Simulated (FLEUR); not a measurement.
# Ga (C2/c) in FLEUR: further runs

Runs on Ga. Level: r2SCAN. Tasks: band structure, equation of state.

All numbers are computed with FLEUR MaX-R8.1 (later development tree); they aren't measurements. Logs are shortened: lines on timing, memory, paths and dates and some standing lists are left out, and cuts for length are marked.

### 1 The structure

It takes space group C2/c (No. 15, monoclinic). The conventional cell has a = 2.766 Å, b = 8.053 Å, c = 3.332 Å, α = 90.00°, β = 92.02°, γ = 90.00°. Ga (site symmetry 2) has 8 Ga at 2.69 to 2.92 Å as nearest neighbours.

This isn't the form of Ga at room conditions, which is orthorhombic.

### 2 Band structure, r2SCAN

File inp.xml:

```xml
<?xml version="1.0" encoding="UTF-8" standalone="no"?>
<fleurInput fleurInputVersion="0.39">
   <comment>
      Ga                                                                                                  
   </comment>
   <calculationSetup>
      <cutoffs Kmax="4.17" Gmax="12.9" GmaxXC="12.9" numbands="0"/>
      <scfLoop itmax="80" minDistance="0.0001" maxIterBroyd="30" imix="Anderson" alpha="0.05" precondParam="0.0" spinf="2.0" sdNocoIR="T"/>
      <coreElectrons ctail="F" frcor="F" kcrel="0" coretail_lmax="0"/>
      <xcFunctional name="LibXC" relativisticCorrections="F">
         <LibXCName exchange="mgga_x_r2scan" correlation="mgga_c_r2scan"/>
         <AuxGGA exchange="117" correlation="130"/>
      </xcFunctional>
      <magnetism jspins="1"/>
      <soc l_soc="F" theta="0.0" phi="0.0" spav="F"/>
      <expertModes spex="0" secvar="F"/>
      <geometryOptimization l_f="F" forcealpha="1.0" forcemix="BFGS" epsdisp="0.00001" epsforce="0.00001"/>
      <ldaU l_linMix="F" mixParam="0.05" spinf="1.0"/>
   </calculationSetup>
   <cell>
      <bzIntegration valenceElectrons="42.0" mode="hist" fermiSmearingEnergy="0.00183747">
         <kPointListSelection listName="default-1"/>
         <!-- k-points included here -->
         <xi:include xmlns:xi="http://www.w3.org/2001/XInclude" href="kpts.xml"> </xi:include>
      </bzIntegration>
      <!-- symmetry operations included here -->
      <xi:include xmlns:xi="http://www.w3.org/2001/XInclude" href="sym.xml"> </xi:include>
      <bulkLattice scale="1.0">
         <bravaisMatrix>
            <row-1>    2.6134912303217996    -7.6089822407019003     0.0000000000000000</row-1>
            <row-2>    2.6134912303217996     7.6089822407019003     0.0000000000000000</row-2>
            <row-3>   -0.2219435991923826     0.0000000000000000     6.2926546588662093</row-3>
         </bravaisMatrix>
      </bulkLattice>
   </cell>
   <atomSpecies>
      <species name="Gallium (Ga)" element="Ga" atomicNumber="31">
         <mtSphere radius="2.35" gridPoints="777" logIncrement="0.016"/>
         <atomicCutoffs lmax="9" lnonsphr="9"/>
         <electronConfig flipSpins="F">
            <coreConfig>(1s1/2) (2s1/2) (2p1/2) (2p3/2)</coreConfig>
            <valenceConfig>(3s1/2) (3p1/2) (3p3/2) (4s1/2) (3d3/2) (3d5/2) (4p1/2) (4p3/2)</valenceConfig>
            <stateOccupation state="(4p1/2)" spinUp="0.166667" spinDown="0.166667"/>
            <stateOccupation state="(4p3/2)" spinUp="0.333333" spinDown="0.333333"/>
         </electronConfig>
         <energyParameters s="4" p="4" d="3" f="4"/>
         <lo type="SCLO" l="0" n="3" eDeriv="0"/>
         <lo type="SCLO" l="1" n="3" eDeriv="0"/>
         <lo type="SCLO" l="1" n="3" eDeriv="1"/>
         <lo type="HELO" l="2" n="4" eDeriv="0"/>
         <lo type="HELO" l="2" n="4" eDeriv="1"/>
         <lo type="SCLO" l="3" n="4" eDeriv="2"/>
      </species>
   </atomSpecies>
   <atomGroups>
      <atomGroup species="Gallium (Ga)">
         <relPos label="                   1">.1310000000 -.1310000000 -1.000/4.000</relPos>
         <relPos label="                   2">-.1310000000 .1310000000 1.000/4.000</relPos>
         <force calculate="T" relaxXYZ="TTT"/>
      </atomGroup>
   </atomGroups>
   <output dos="F" band="F" slice="F">
      <checks vchk="F" cdinf="F"/>
      <bandDOS minEnergy="-.5*Htr" maxEnergy="0.5*Htr" sigma="0.015" storeEVData="T"/>
      <vacuumDOS vacdos="F" integ="F" star="F" nstars="0" locx1="0.0" locy1="0.0" locx2="0.0" locy2="0.0" nstm="0" tworkf="0.0"/>
      <unfoldingBand unfoldBand="F" supercellX="1" supercellY="1" supercellZ="1"/>
      <plotting iplot="0" polar="F">
         <plot TwoD="T" vec1="  1.0  0.0  0.0" vec2="  0.0  1.0  0.0" vec3="  0.0  0.0  1.0" zero="  0.0  0.0  0.0" file="plot"/>
      </plotting>
      <chargeDensitySlicing numkpt="0" minEigenval="0.0" maxEigenval="0.0" nnne="0" pallst="F"/>
      <specialOutput eonly="F"/>
      <moessbauerParams electricFieldGradient="T" isomerShift="T" coreHyperfine="T" valenceHyperfine="T"/>
      <magneticCircularDichroism mcd="F" energyLo="-10.0" energyUp="0.0"/>
   </output>
  <!-- We include the file relax.xml here to enable relaxations (see documentation) -->
  <xi:include xmlns:xi="http://www.w3.org/2001/XInclude" href="relax.xml"> <xi:fallback/> </xi:include>
</fleurInput>
```

File crystal.txt:

```
Ga
&input cartesian=F /
1.3830000000  -4.0265000000  0.0000000000
1.3830000000  4.0265000000  0.0000000000
-0.1174474948  0.0000000000  3.3299294416
1.8897261246
1.0 1.0 1.0

2
31 0.1310000000  0.8690000000  0.7500000000
31 0.8690000000  0.1310000000  0.2500000000

&kpt div1=10 div2=10 div3=8 gamma=T /
```

File inp.xml (bands):

```
<?xml version="1.0" encoding="UTF-8" standalone="no"?>
<fleurInput fleurInputVersion="0.39">
   <comment>
      Ga                                                                                                  
   </comment>
   <calculationSetup>
      <cutoffs Kmax="4.17" Gmax="12.9" GmaxXC="12.9" numbands="0"/>
      <scfLoop itmax="80" minDistance="0.0001" maxIterBroyd="30" imix="Anderson" alpha="0.05" precondParam="0.0" spinf="2.0" sdNocoIR="T"/>
      <coreElectrons ctail="F" frcor="F" kcrel="0" coretail_lmax="0"/>
      <xcFunctional name="LibXC" relativisticCorrections="F">
         <LibXCName exchange="mgga_x_r2scan" correlation="mgga_c_r2scan"/>
         <AuxGGA exchange="117" correlation="130"/>
      </xcFunctional>
      <magnetism jspins="1"/>
      <soc l_soc="F" theta="0.0" phi="0.0" spav="F"/>
      <expertModes spex="0" secvar="F"/>
      <geometryOptimization l_f="F" forcealpha="1.0" forcemix="BFGS" epsdisp="0.00001" epsforce="0.00001"/>
      <ldaU l_linMix="F" mixParam="0.05" spinf="1.0"/>
   </calculationSetup>
   <cell>
      <bzIntegration valenceElectrons="42.0" mode="hist" fermiSmearingEnergy="0.00183747">
         <kPointListSelection listName="path-1"/>
         <!-- k-points included here -->
         <xi:include xmlns:xi="http://www.w3.org/2001/XInclude" href="kpts.xml"> </xi:include>
      </bzIntegration>
      <!-- symmetry operations included here -->
      <xi:include xmlns:xi="http://www.w3.org/2001/XInclude" href="sym.xml"> </xi:include>
      <bulkLattice scale="1.0">
         <bravaisMatrix>
            <row-1>    2.6134912303217996    -7.6089822407019003     0.0000000000000000</row-1>
            <row-2>    2.6134912303217996     7.6089822407019003     0.0000000000000000</row-2>
            <row-3>   -0.2219435991923826     0.0000000000000000     6.2926546588662093</row-3>
         </bravaisMatrix>
      </bulkLattice>
   </cell>
   <atomSpecies>
      <species name="Gallium (Ga)" element="Ga" atomicNumber="31">
         <mtSphere radius="2.35" gridPoints="777" logIncrement="0.016"/>
         <atomicCutoffs lmax="9" lnonsphr="9"/>
         <electronConfig flipSpins="F">
            <coreConfig>(1s1/2) (2s1/2) (2p1/2) (2p3/2)</coreConfig>
            <valenceConfig>(3s1/2) (3p1/2) (3p3/2) (4s1/2) (3d3/2) (3d5/2) (4p1/2) (4p3/2)</valenceConfig>
            <stateOccupation state="(4p1/2)" spinUp="0.166667" spinDown="0.166667"/>
            <stateOccupation state="(4p3/2)" spinUp="0.333333" spinDown="0.333333"/>
         </electronConfig>
         <energyParameters s="4" p="4" d="3" f="4"/>
         <lo type="SCLO" l="0" n="3" eDeriv="0"/>
         <lo type="SCLO" l="1" n="3" eDeriv="0"/>
         <lo type="SCLO" l="1" n="3" eDeriv="1"/>
         <lo type="HELO" l="2" n="4" eDeriv="0"/>
         <lo type="HELO" l="2" n="4" eDeriv="1"/>
         <lo type="SCLO" l="3" n="4" eDeriv="2"/>
      </species>
   </atomSpecies>
   <atomGroups>
      <atomGroup species="Gallium (Ga)">
         <relPos label="                   1">.1310000000 -.1310000000 -1.000/4.000</relPos>
         <relPos label="                   2">-.1310000000 .1310000000 1.000/4.000</relPos>
         <force calculate="T" relaxXYZ="TTT"/>
      </atomGroup>
   </atomGroups>
   <output dos="F" band="T" slice="F">
      <checks vchk="F" cdinf="F"/>
      <bandDOS minEnergy="-.5*Htr" maxEnergy="0.5*Htr" sigma="0.015" storeEVData="T"/>
      <vacuumDOS vacdos="F" integ="F" star="F" nstars="0" locx1="0.0" locy1="0.0" locx2="0.0" locy2="0.0" nstm="0" tworkf="0.0"/>
      <unfoldingBand unfoldBand="F" supercellX="1" supercellY="1" supercellZ="1"/>
      <plotting iplot="0" polar="F">
         <plot TwoD="T" vec1="  1.0  0.0  0.0" vec2="  0.0  1.0  0.0" vec3="  0.0  0.0  1.0" zero="  0.0  0.0  0.0" file="plot"/>
      </plotting>
      <chargeDensitySlicing numkpt="0" minEigenval="0.0" maxEigenval="0.0" nnne="0" pallst="F"/>
      <specialOutput eonly="F"/>
      <moessbauerParams electricFieldGradient="T" isomerShift="T" coreHyperfine="T" valenceHyperfine="T"/>
      <magneticCircularDichroism mcd="F" energyLo="-10.0" energyUp="0.0"/>
   </output>
  <!-- We include the file relax.xml here to enable relaxations (see documentation) -->
  <xi:include xmlns:xi="http://www.w3.org/2001/XInclude" href="relax.xml"> <xi:fallback/> </xi:include>
</fleurInput>
```

Potentials or basis: all-electron, FLAPW.

Launch:

```sh
> inpgen -f crystal.txt -profile fastHighL
> # inp.xml edited to the form shown
> fleur_MPI
> fleur_MPI   # second run, on inp.xml (bands)
```

The program printed:

```text
Welcome to FLEUR        (www.flapw.de)
      MaX-Release 8.1          (www.max-centre.eu)
 func_ids         498         497         498         497
 MetaGGA potential functional detected - V_tau will be computed
 Auxiliary Potential for radial basis: exchange=         117  correlation=         130
The functional 'Re-regularized SCAN exchange by Furness et al' is an exchange functional, it belongs to the 'MGGA' family and is defined in the reference(s):
[1] J. W. Furness, A. D. Kaplan, J. Ning, J. P. Perdew, and J. Sun.,  J. Phys. Chem. Lett. 11, 8208-8215 (2020)
[2] J. W. Furness, A. D. Kaplan, J. Ning, J. P. Perdew, and J. Sun.,  J. Phys. Chem. Lett. 11, 9248-9248 (2020)
The functional 'Re-regularized SCAN correlation by Furness et al' is a correlation functional, it belongs to the 'MGGA' family and is defined in the reference(s):
[1] J. W. Furness, A. D. Kaplan, J. Ning, J. P. Perdew, and J. Sun.,  J. Phys. Chem. Lett. 11, 8208-8215 (2020)
[2] J. W. Furness, A. D. Kaplan, J. Ning, J. P. Perdew, and J. Sun.,  J. Phys. Chem. Lett. 11, 9248-9248 (2020)
 Using same functional for VXC and EXC

 ========== k-point set info ==========
 Selected k-point list: default-1
 k-point list type: mesh
 10 x 10 x 8
 Number of k points: 227

 ------------Calculation Setup---------------------------
 Number of MPI-tasks      :            1
 Number of PE/node        :            1
 Number of OMP-threads    :            1
 Most efficient MPI parallelization for:
           1         227
 Additional eigenvalue parallelization possible
 Number of basis functions:          400
 Approximate size of matrices (H+S) per k-point:         0.002 GB
 --------------------------------------------------------
The functional 'Hammer, Hansen, and Norskov' is an exchange functional, it belongs to the 'GGA' family and is defined in the reference(s):
[1] B. Hammer, L. B. Hansen, and J. K. Nørskov.,  Phys. Rev. B 59, 7413 (1999)
The functional 'Perdew, Burke & Ernzerhof' is a correlation functional, it belongs to the 'GGA' family and is defined in the reference(s):
[1] J. P. Perdew, K. Burke, and M. Ernzerhof.,  Phys. Rev. Lett. 77, 3865 (1996)
[2] J. P. Perdew, K. Burke, and M. Ernzerhof.,  Phys. Rev. Lett. 78, 1396 (1997)
 Using same functional for VXC and EXC
 Using auxiliary GGA potential for the first iteration of MetaGGA calculation.
 Reset of history
 Reset of history
 Iteration:     1   Distance:      20.49952138 me/bohr^3
The functional 'Hammer, Hansen, and Norskov' is an exchange functional, it belongs to the 'GGA' family and is defined in the reference(s):
[1] B. Hammer, L. B. Hansen, and J. K. Nørskov.,  Phys. Rev. B 59, 7413 (1999)
The functional 'Perdew, Burke & Ernzerhof' is a correlation functional, it belongs to the 'GGA' family and is defined in the reference(s):
[1] J. P. Perdew, K. Burke, and M. Ernzerhof.,  Phys. Rev. Lett. 77, 3865 (1996)
[2] J. P. Perdew, K. Burke, and M. Ernzerhof.,  Phys. Rev. Lett. 78, 1396 (1997)
 Using same functional for VXC and EXC
 Iteration:     2   Distance:      19.62832767 me/bohr^3
The functional 'Hammer, Hansen, and Norskov' is an exchange functional, it belongs to the 'GGA' family and is defined in the reference(s):
[1] B. Hammer, L. B. Hansen, and J. K. Nørskov.,  Phys. Rev. B 59, 7413 (1999)
The functional 'Perdew, Burke & Ernzerhof' is a correlation functional, it belongs to the 'GGA' family and is defined in the reference(s):
[1] J. P. Perdew, K. Burke, and M. Ernzerhof.,  Phys. Rev. Lett. 77, 3865 (1996)
[2] J. P. Perdew, K. Burke, and M. Ernzerhof.,  Phys. Rev. Lett. 78, 1396 (1997)
 Using same functional for VXC and EXC
 Iteration:     3   Distance:      18.60268932 me/bohr^3
The functional 'Hammer, Hansen, and Norskov' is an exchange functional, it belongs to the 'GGA' family and is defined in the reference(s):
[1] B. Hammer, L. B. Hansen, and J. K. Nørskov.,  Phys. Rev. B 59, 7413 (1999)
The functional 'Perdew, Burke & Ernzerhof' is a correlation functional, it belongs to the 'GGA' family and is defined in the reference(s):
[1] J. P. Perdew, K. Burke, and M. Ernzerhof.,  Phys. Rev. Lett. 77, 3865 (1996)
[2] J. P. Perdew, K. Burke, and M. Ernzerhof.,  Phys. Rev. Lett. 78, 1396 (1997)
 Using same functional for VXC and EXC
 Iteration:     4   Distance:       2.51731014 me/bohr^3
The functional 'Hammer, Hansen, and Norskov' is an exchange functional, it belongs to the 'GGA' family and is defined in the reference(s):
[1] B. Hammer, L. B. Hansen, and J. K. Nørskov.,  Phys. Rev. B 59, 7413 (1999)
The functional 'Perdew, Burke & Ernzerhof' is a correlation functional, it belongs to the 'GGA' family and is defined in the reference(s):
[1] J. P. Perdew, K. Burke, and M. Ernzerhof.,  Phys. Rev. Lett. 77, 3865 (1996)
[2] J. P. Perdew, K. Burke, and M. Ernzerhof.,  Phys. Rev. Lett. 78, 1396 (1997)
 Using same functional for VXC and EXC
 Iteration:     5   Distance:       0.86716609 me/bohr^3
The functional 'Hammer, Hansen, and Norskov' is an exchange functional, it belongs to the 'GGA' family and is defined in the reference(s):
[... 39 lines left out ...]
 Using same functional for VXC and EXC
 Iteration:    11   Distance:       0.00209814 me/bohr^3
The functional 'Hammer, Hansen, and Norskov' is an exchange functional, it belongs to the 'GGA' family and is defined in the reference(s):
[1] B. Hammer, L. B. Hansen, and J. K. Nørskov.,  Phys. Rev. B 59, 7413 (1999)
The functional 'Perdew, Burke & Ernzerhof' is a correlation functional, it belongs to the 'GGA' family and is defined in the reference(s):
[1] J. P. Perdew, K. Burke, and M. Ernzerhof.,  Phys. Rev. Lett. 77, 3865 (1996)
[2] J. P. Perdew, K. Burke, and M. Ernzerhof.,  Phys. Rev. Lett. 78, 1396 (1997)
 Using same functional for VXC and EXC
 Iteration:    12   Distance:       0.00020015 me/bohr^3
The functional 'Hammer, Hansen, and Norskov' is an exchange functional, it belongs to the 'GGA' family and is defined in the reference(s):
[1] B. Hammer, L. B. Hansen, and J. K. Nørskov.,  Phys. Rev. B 59, 7413 (1999)
The functional 'Perdew, Burke & Ernzerhof' is a correlation functional, it belongs to the 'GGA' family and is defined in the reference(s):
[1] J. P. Perdew, K. Burke, and M. Ernzerhof.,  Phys. Rev. Lett. 77, 3865 (1996)
[2] J. P. Perdew, K. Burke, and M. Ernzerhof.,  Phys. Rev. Lett. 78, 1396 (1997)
 Using same functional for VXC and EXC
 Iteration:    13   Distance:       0.00019442 me/bohr^3
The functional 'Hammer, Hansen, and Norskov' is an exchange functional, it belongs to the 'GGA' family and is defined in the reference(s):
[1] B. Hammer, L. B. Hansen, and J. K. Nørskov.,  Phys. Rev. B 59, 7413 (1999)
The functional 'Perdew, Burke & Ernzerhof' is a correlation functional, it belongs to the 'GGA' family and is defined in the reference(s):
[1] J. P. Perdew, K. Burke, and M. Ernzerhof.,  Phys. Rev. Lett. 77, 3865 (1996)
[2] J. P. Perdew, K. Burke, and M. Ernzerhof.,  Phys. Rev. Lett. 78, 1396 (1997)
 Using same functional for VXC and EXC
 Iteration:    14   Distance:       0.00002091 me/bohr^3

 ********************************************************************
 Run finished successfully
 Stop message:
   all done
 ********************************************************************
```

Wall time 3.4 min (1 thread of Arm Neoverse V2, shared host); peak memory 0.12 GiB.

What came out:

```yaml
Free_energy: -105813.5080 eV
Band_gap_along_the_path: none (metal or under the smearing width)
Valence_electrons_inside_the_program's_atomic_spheres: Ga 19.52 (radii Ga 2.35 bohr)
```

Levels at the corners of the path, in eV from the Fermi level:
```tsv
point	band 19	band 20	band 21	band 22	band 23	band 24
Γ	-11.79	-2.30	-1.52	1.68	5.85	10.26
Y	-5.79	-5.35	-4.00	4.48	4.83	6.69
F	-2.77	-2.63	-2.13	-1.63	0.06	0.65
H	-2.63	-2.40	-2.19	-1.69	0.50	0.68
Z	-8.15	-8.15	1.71	1.71	2.73	2.73
I	-6.27	-6.27	-4.61	-4.61	11.46	11.46
F1	-2.77	-2.63	-2.13	-1.63	0.06	0.65
H1	-2.63	-2.40	-2.19	-1.69	0.50	0.68
Y1	-5.79	-5.35	-4.00	4.48	4.83	6.69
X	-9.57	-8.99	4.15	4.81	6.24	6.43
Γ	-11.79	-2.30	-1.52	1.68	5.85	10.26
N	-6.33	-5.26	-1.50	0.19	6.07	6.96
M	-3.02	-2.93	-1.75	-1.52	1.81	2.39
Γ	-11.79	-2.30	-1.52	1.68	5.85	10.26
```

Core levels (eV from the Fermi level):
```tsv
atom	levels
1 Ga	1s1/2 -10223.3, 2s1/2 -1257.1, 2p1/2 -1111.9, 2p3/2 -1084.3
2 Ga	1s1/2 -10223.3, 2s1/2 -1257.1, 2p1/2 -1111.9, 2p3/2 -1084.3
```

Caveat: the meta-GGA is that of a development version, with a GGA for the radial functions and cores and without core tails.

(Part 1 of 2 ends here.)
